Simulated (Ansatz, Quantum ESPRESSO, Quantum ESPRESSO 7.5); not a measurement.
## honeycomb MgO, layer by layer

Aim: screening, gap and ionisation potential of honeycomb MgO against the number of layers.

Program: Quantum ESPRESSO 7.5. Level of theory: plane-wave DFT, PBE, GBRV ultrasoft pseudopotentials (geometry by Ansatz 0.2.0 with PAW datasets; geometry under PBE and PBE-D3(BJ)). Results are calculated unless marked as measured.

### Step 1. Set-up

The cell holds 2 atoms: 1 O and 1 Mg. Its edges and angles: a = 3.300 Å, b = 3.300 Å, c = 17.000 Å, α = 90.0°, β = 90.0°, γ = 120.0°. It derives from MgO. Vacuum lies along c.

This sheet is a model structure: its symmetry is held, and its stability is not tested here.

### Step 2. Relaxation with Ansatz, 1 layer

A relaxation in Ansatz fixes the structure of this slab for the runs on it.

File input.yaml:

```yaml
crystal:
  lattice:
    - [3.3, 0.0, 0.0]
    - [-1.65, 2.8578838325, 0.0]
    - [0.0, 0.0, 17.0]
  atoms:
    - { symbol: O, position: [0.6666666667, 0.3333333333, 0.5] }
    - { symbol: Mg, position: [0.3333333333, 0.6666666667, 0.5] }
kpoints:
  mp_grid: { grid: [12, 12, 1] }
hamiltonian:
  xc: pbe
scf:
  occupations: { method: fermi_dirac, width: 0.05 }
  convergence: { dr2_threshold: 1.0e-08 }
efield:
  axis: 3
  dipole_correction: true
  ramp_position: 0.97
  ramp_width: 0.04
relax:
  f_tol: 0.01
  cell: { fix: [c, alpha, beta] }
output:
  write_potential: true
  write_density: true
  volumetric_format: npy
```

Command:

```
> ansatz run input.yaml --threads 4 --pin off --max-ram 8192MiB --backend cpu --events-out ev --progress --plain --runs-dir out
```

Numbers of over 12 decimals in the logs are rounded to 6 here.

Output:

```text
Warning: relax.cell: scf.convergence.dr2_threshold = 1e-8 eV is looser than the 2e-10 eV advised for a relaxation that steers and ends on the stress (1e-10 eV for each atom of the cell: 2). What an SCF threshold leaves in a stress goes as its square root, and in the free energy as the threshold itself, and one threshold admits the most on a small cell: [figures from the program's tests cut] Set scf.convergence.dr2_threshold to 2e-10 eV or tighter. The threshold is an SCF's pass mark: one that does not reach it within its budget of iterations ends unconverged, or closes short of it on a stop that the run arms, and scf.convergence.dr2_threshold's page says what that costs each kind of run
Engine: ansatz 0.2.0, aarch64-unknown-linux-gnu
Pseudopotentials: kind: paw
Pseudopotential: O, paw, valence charge 6, recommended cutoff 420 eV (normal), O.paw.azcp
Pseudopotential: Mg, paw, valence charge 10, recommended cutoff 420 eV (normal), Mg.paw.azcp
Functional definition: PBE
  parameter kappa = 0.804
  parameter beta = 0.066725
  exchange = pbe_x(kappa = kappa, mu = beta*pi^2/3)
  correlation = pbe_c(beta = beta)
Crystal: 2 atoms, lattice volume = 160.327 Å³
Basis set: ecut = 420 eV, 3165 PW (Γ), exchange–correlation on 48×48×240 points (8 copies of the dense FFT grid, shifted against one another)
Bands: 12, of which v1, the nominal top of the filled ones, is band 8 counted from 1 (7 counted from 0)
Symmetry: 6 space group operations
k-points: 19 of 144 (time reversal used)
Non-local potential: O, projectors of the file, l = 0: 2, l = 1: 2, l = 2: 1
Non-local potential: Mg, projectors of the file, l = 0: 3, l = 1: 2, l = 2: 1
PAW form: soft (Blöchl's): semilocal exchange-correlation on the pseudo side does not see the compensation charge
PAW one-centre angular grid: O, 110 points (default); XC on 64 Gauss nodes
PAW one-centre angular grid: Mg, 110 points (default); XC on 64 Gauss nodes
Initial density: superposition of atomic densities (neutral atoms: chi_scale 0, normalization atom), corrected by the library's trained network
Initial wavefunctions: pseudopotential atomic-orbital guess
Functional: x = pbe(κ = 0.804, μ = 0.219515), c = pbe(β = 0.066725)
SCF iter   1: F=—  HF=-2493.226350 eV  |F-HF|=—  |Δ(HF+E_count)|=         —  Δρ=9.80e-4  dr2=2.87e-3  ethr=1.77e-3  p=0.000 e·Å  D=2.13e-5 V/Å  ΔV_dip=-0.00 eV  dr2_dipole=7.74e-10  V_vac-E_F(+/−)=3.45/3.45 eV  ⟨swp⟩=5.8  Hψ=1368  notcnv=0
efield: sawtooth ramp at fractional position 0.9700 (set: `efield.ramp_position`, or a place that a band, a saddle search or an elastic batch's reference lends), width 0.0400; the density the first Hamiltonian is built on has a dipole p = 0.000 e·Å; the dipole correction subtracts the counter field D = 2.13e-5 V/Å, which shifts the + side's vacuum level by -0.00 eV against the − side's; the planar-averaged density in the ramp window peaks in size at 2.5e-6 e/Å³
preconditioner: auto → none  [insulator: Δε(μ)=3.389 eV  Ē_g=11.722 eV  σ=0.050 eV  W_gap=1.00  n_scr=10 (ndim 8)  ℏωp=8.3 eV  f_vac=0.767  D(μ)=0.00/eV (n_scr^D=0)  ε∞_Penn≈1.5]
SCF iter   2: F=—  HF=-2493.226560 eV  |F-HF|=—  |Δ(HF+E_count)|=   2.10e-4  Δρ=6.93e-4  dr2=7.80e-4  ethr=1.79e-5  p=0.000 e·Å  D=4.03e-7 V/Å  ΔV_dip=-0.00 eV  dr2_dipole=1.33e-10  V_vac-E_F(+/−)=3.63/3.63 eV  ⟨swp⟩=2.2  Hψ=545  notcnv=0
SCF iter   3: F=—  HF=-2493.227285 eV  |F-HF|=—  |Δ(HF+E_count)|=   7.25e-4  Δρ=4.92e-4  dr2=4.02e-4  ethr=4.87e-6  p=0.000 e·Å  D=1.04e-5 V/Å  ΔV_dip=-0.00 eV  dr2_dipole=1.15e-10  V_vac-E_F(+/−)=3.69/3.69 eV  ⟨swp⟩=2.1  Hψ=378  notcnv=0
SCF iter   4: F=—  HF=-2493.227647 eV  |F-HF|=—  |Δ(HF+E_count)|=   3.62e-4  Δρ=4.32e-5  dr2=3.74e-6  ethr=2.51e-6  p=0.000 e·Å  D=6.68e-6 V/Å  ΔV_dip=-0.00 eV  dr2_dipole=4.89e-11  V_vac-E_F(+/−)=3.77/3.77 eV  ⟨swp⟩=2.3  Hψ=368  notcnv=0
SCF iter   5: F=—  HF=-2493.227691 eV  |F-HF|=—  |Δ(HF+E_count)|=   4.44e-5  Δρ=9.91e-6  dr2=1.51e-7  ethr=2.34e-8  p=-0.000 e·Å  D=-1.82e-6 V/Å  ΔV_dip=0.00 eV  dr2_dipole=5.93e-11  V_vac-E_F(+/−)=3.78/3.78 eV  ⟨swp⟩=2.0  Hψ=437  notcnv=0
SCF iter   6: F=—  HF=-2493.227692 eV  |F-HF|=—  |Δ(HF+E_count)|=   3.12e-7  Δρ=4.09e-6  dr2=1.53e-8  ethr=9.44e-10  p=0.000 e·Å  D=5.22e-6 V/Å  ΔV_dip=-0.00 eV  dr2_dipole=1.95e-11  V_vac-E_F(+/−)=3.78/3.78 eV  ⟨swp⟩=2.0  Hψ=278  notcnv=0
SCF iter   7: F=-2493.227692 eV  HF=-2493.227692 eV  |F-HF|=7.23e-11  |Δ(HF+E_count)|=   2.18e-8  Δρ=6.19e-7  dr2=5.73e-10  ethr=6.25e-11  p=-0.000 e·Å  D=-1.94e-6 V/Å  ΔV_dip=0.00 eV  dr2_dipole=6.41e-11  V_vac-E_F(+/−)=3.78/3.78 eV  ⟨swp⟩=8.8  Hψ=1213  notcnv=0
SCF 1 converged in 7 iterations: F = -2493.227692 eV  dr2 = 5.73e-10
  greatest PAW one-centre occupation: 1.000 electrons in one spin orbital (limit 2), on the Mg atom at site 1 (counted from 0), in its partial waves of l = 1
relax step   1: F+E_penalty+E_count = -2493.22769181 eV  Δ(F+E_penalty+E_count) = +0.000e0 eV  max|allowed force component| = 2.643e-5 eV/Å  Δτ_max = 0.0000 Å  P = +0.023 GPa  Ω = 160.327 Å³  fix = [c, alpha, beta]  reactions: c +0.000 GPa  (7 SCF iters, accepted)
Initial density: handed on by an earlier stage of this run
Initial wavefunctions: pseudopotential atomic-orbital guess (no wavefunctions were taken with the density)
iter 1 solved again at ethr=6.31e-8 eV; its pass at ethr=3.10e-3 eV (dr2=1.01e-5 eV) is discarded
SCF iter   1: F=—  HF=-2493.227674 eV  |F-HF|=—  |Δ(HF+E_count)|=         —  Δρ=2.59e-6  dr2=2.51e-9  ethr=6.31e-8  p=-0.000 e·Å  D=-1.94e-6 V/Å  ΔV_dip=0.00 eV  dr2_dipole=6.43e-11  V_vac-E_F(+/−)=3.78/3.78 eV  ⟨swp⟩=3.8  Hψ=2130  notcnv=0
efield: sawtooth ramp at fractional position 0.9700 (set: `efield.ramp_position`, or a place that a band, a saddle search or an elastic batch's reference lends), width 0.0400; the density the first Hamiltonian is built on has a dipole p = -0.000 e·Å; the dipole correction subtracts the counter field D = -1.94e-6 V/Å, which shifts the + side's vacuum level by +0.00 eV against the − side's; the planar-averaged density in the ramp window peaks in size at 2.7e-6 e/Å³
preconditioner: auto → none  [insulator: Δε(μ)=3.380 eV  Ē_g=11.801 eV  σ=0.050 eV  W_gap=1.00  n_scr=10 (ndim 8)  ℏωp=8.3 eV  f_vac=0.770  D(μ)=0.00/eV (n_scr^D=0)  ε∞_Penn≈1.5]
SCF iter   2: F=—  HF=-2493.227692 eV  |F-HF|=—  |Δ(HF+E_count)|=   1.73e-5  Δρ=1.38e-6  dr2=7.02e-10  ethr=1.57e-11  p=0.000 e·Å  D=4.09e-6 V/Å  ΔV_dip=-0.00 eV  dr2_dipole=6.68e-12  V_vac-E_F(+/−)=3.78/3.78 eV  ⟨swp⟩=11.5  Hψ=1733  notcnv=0
SCF iter   3: F=-2493.227692 eV  HF=-2493.227692 eV  |F-HF|=3.68e-10  |Δ(HF+E_count)|=  2.97e-10  Δρ=8.88e-7  dr2=2.65e-10  ethr=4.39e-12  p=0.000 e·Å  D=2.67e-6 V/Å  ΔV_dip=-0.00 eV  dr2_dipole=6.90e-15  V_vac-E_F(+/−)=3.78/3.78 eV  ⟨swp⟩=4.4  Hψ=1124  notcnv=0
SCF 2 converged in 3 iterations: F = -2493.227692 eV  dr2 = 2.65e-10
relax step   2: F+E_penalty+E_count = -2493.22769181 eV  Δ(F+E_penalty+E_count) = -2.819e-10 eV  max|allowed force component| = 1.866e-6 eV/Å  Δτ_max = 0.0000 Å  P = +0.023 GPa  Ω = 160.327 Å³  fix = [c, alpha, beta]  reactions: c +0.000 GPa  stress off target by 3.41e-2 GPa on what of the cell is left free  SCF on the basis re-selected at this cell (its energy is not comparable with the rows above)  (3 SCF iters)
basis re-selected at this cell: Δ(F+E_penalty+E_count) = -2.819e-10 eV, ΔP = -0.000 GPa vs the last step (what re-selecting the basis moved, of the pressure what is left beyond the Pulay correction that the steps carried, after the strain that the cell walked since its last selection, with what the two solves' SCF thresholds leave and, on support functions, any second-order correction that the steps lacked; it is no  [...]
WARN: The output density's exchange-correlation potential varies sharply where the density is thin. Do not read a vacuum level from v_tot or v_xc, or from such a field of the output density. On a cell that repeats whose density bears no net charge and no dipole along the vacuum's axis use v_es (v_loc + v_h of the components); under efield.dipole_correction with no amplitude use v_es + v_field, which holds any externa [...]
SCF converged after 3 iterations
Free energy (F): -2493.227692 eV
Harris-Foulkes:  -2493.227692 eV  (|F-HF|=3.68e-10)
Internal energy: -2493.227692 eV  (E = F + TS)
E sigma→0 (E₀):  -2493.227692 eV
Fermi energy:    -2.236503 eV
Dipole field:    D = 0.000003 V/Å  (p = 0.000002 e·Å, saw-weighted, corrected)
Work function:   Φ+ = 3.7824 eV   Φ− = 3.7825 eV
Levels:          The Fermi level and band energies are counted from a zero that moves with the ramp; work functions are not
--- Per-component energies (eV) ---
  E_band       = -476.211538
  E_kinetic    = 252.334867
  E_local      = -7644.034520  (includes V_loc(G=0)·N_el)
  E_nonlocal   = 143.171740
  E_hartree    = 3483.498223
  E_xc         = -103.625251
  E_vxc        = -132.563217  (∫ρ·V_xc dr)
  E_paw        = -449.808601  (= ΣΔE_a)
  E_vpaw       = -62.118587  (= ΣTr[D̂ρ^β])
  E_aug_tail   = 0.002464  (compensation charges beyond the density's cutoff)
  E_efield     = 0.000000  (sawtooth field / dipole correction)
  E_vefield    = -0.000007  (∫n·V_field dr)
  E_ewald      = 1825.233387
  E_smearing   = -0.000000  (= −TS)
  E_closure    = 0.000000  (closes the sum)
  Σ components = -2493.227692   (vs F -2493.227692, Δ=0.00e0)
--- Forces (eV/Å), atoms counted from 1 ---
  atom   1  O     -0.00000000     0.00000000     0.00000205
  atom   2  Mg     0.00000000    -0.00000000    -0.00000168
  max |Σ_I F_I| component: 3.68e-7 eV/Å
--- Stress (GPa, compression-positive) ---
        0.034070      -0.000000       0.000000
        0.000000       0.034070      -0.000000
        0.000000      -0.000000       0.000096
  P = ⅓ Tr σ = 0.0227 GPa (0.227 kbar)
--- Band table (eV; the first three rows and the last of 19) ---
  k-point 0: bands = [... 4 lower, -19.3269, -4.9370, -4.3151, -4.3151, -0.6115, 1.0454, 1.5882, 2.7986]
  k-point 1: bands = [... 4 lower, -19.2988, -4.8869, -4.5054, -4.3309, -0.3990, 1.1453, 1.7242, 2.9021]
  k-point 2: bands = [... 4 lower, -19.2212, -4.9538, -4.7461, -4.3733, 0.1465, 1.4391, 2.1260, 3.2123]
  k-point 18: bands = [... 4 lower, -18.8359, -5.6513, -5.5764, -3.9917, 4.6651, 5.0079, 5.1645, 5.4590]
--- Relaxed structure (1 steps of the walk, 1 accepted, 1 SCFs on fresh bases) ---
  F+E_penalty+E_count = -2493.22769181 eV   max|allowed force component| = 1.866e-6 eV/Å   (the final SCF, on the basis selected at the relaxed cell)
  cell:  # Å, volume = 160.3273 Å³
    - [3.300000, 0.0, 0.0]
    - [-1.650000, 2.857884, 0.0]
    - [0.0, 0.0, 17.0]
  atoms:
    - { symbol: O, position: [0.666667, 0.333333, 0.5] }
    - { symbol: Mg, position: [0.333333, 0.666667, 0.5] }
```

The job ended after 1.6 s (4 threads of Arm Neoverse V2, shared host; peak memory 0.42 GiB; 5.6 s of CPU time).

Little changed from the start: no atom moved by 0.005 Å and no cell edge by 0.1 %.

Numbers from this step:

```
free energy                                                      : -2493.2277 eV
Fermi energy                                                     : -2.237 eV
gap by band count                                                : 3.380 eV
symmetry operations                                              : 6
dipole along the normal                                          : 2.26e-6 e·Å
vacuum level at the upper face over a Fermi level inside the gap : 3.782 eV
vacuum level at the lower face over a Fermi level inside the gap : 3.782 eV
```

(Part 1 of 7 ends here.)

[Logs are printed without paths, hosts, clocks, repeated set-up lines and the standing remarks that a program may print on its own settings, such as how far it seeks lower states.]

[Hosts, paths, dates, database ids (printed as entryN), source tags and the programs' standing remarks are cut or masked in the printed files.]

[Maps of the electrostatic potential energy from Ansatz leave out the sawtooth potential of an applied field or a dipole correction, so their vacuum need not be flat; planar profiles and work functions include it.]
